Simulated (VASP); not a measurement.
Wanted: the native input for a VASP 6.6.1 run.

- Task: band structure
- Functional: PBEsol
- Potentials or basis: VASP PAW PBE potentials, release 64 (Si)
- Cutoff: 520 eV
- k mesh: 12 × 12 × 6
- Occupations: gaussian, width 0.03 eV
- Spin: no spin polarisation
- Further INCAR settings: ALGO = Normal; EDIFF = 1e-07; NBANDS = 16

The structure of Si lies in POSCAR:

```
Si                                      
1.0
    3.8265379597      0.0000000000      0.0000000000
   -1.9132689799      3.3138790842      0.0000000000
    0.0000000000      0.0000000000      6.3264850716
  Si            
     4
Direct
     0.6666666699999979    0.3333333300000021    0.0629793852137816
     0.3333333300000021    0.6666666699999979    0.5629793852137817
     0.6666666699999979    0.3333333300000021    0.4370206147862184
     0.3333333300000021    0.6666666699999979    0.9370206147862183
```

The cell was built by a generator and needn't be a form met in nature.

The input as run:

INCAR

```
PREC = Accurate
ENCUT = 520
EDIFF = 1E-7
ISMEAR = 0
SIGMA = 0.03
LREAL = False
LASPH = True
NELM = 80
ALGO = Normal
ISIF = 2
LWAVE = False
LCHARG = False
GGA = PS
NBANDS = 16
ICORELEVEL = 1
```

KPOINTS

```
Automatic mesh
0
Gamma
  12 12 6
```

KPOINTS_OPT

```
explicit points
186
Reciprocal
 0.0000000000  0.0000000000  0.0000000000 1
 0.0263157895  0.0000000000  0.0000000000 1
 0.0526315789  0.0000000000  0.0000000000 1
 0.0789473684  0.0000000000  0.0000000000 1
 0.1052631579  0.0000000000  0.0000000000 1
 0.1315789474  0.0000000000  0.0000000000 1
[... 178 lines left out ...]
 0.5000000000  0.0000000000  0.5000000000 1
 0.5000000000  0.0000000000  0.0000000000 1
```

Potentials or basis: VASP PAW PBE potentials, release 64 (Si).

The run is started by

```sh
$ cat potpaw_PBE.64/Si/POTCAR > POTCAR
$ mpirun -np 1 vasp_std > vasp.out
```

Results of the run:

```yaml
Pressure: 0.0 GPa
Largest_force: 0.003 eV/Å
Band_gap_on_the_k_mesh: 0.29 eV, indirect (least direct gap 0.96 eV)
Band_gap_along_the_path: 0.29 eV, indirect (least direct gap 0.96 eV)
```

Caveat: the PAW data sets were made with another functional, which shifts forces and pressure a little.

Run time: 69 s on 1 thread of Intel(R) Xeon(R) 6975P-C (Granite Rapids) (shared host), peak memory 0.26 GiB.
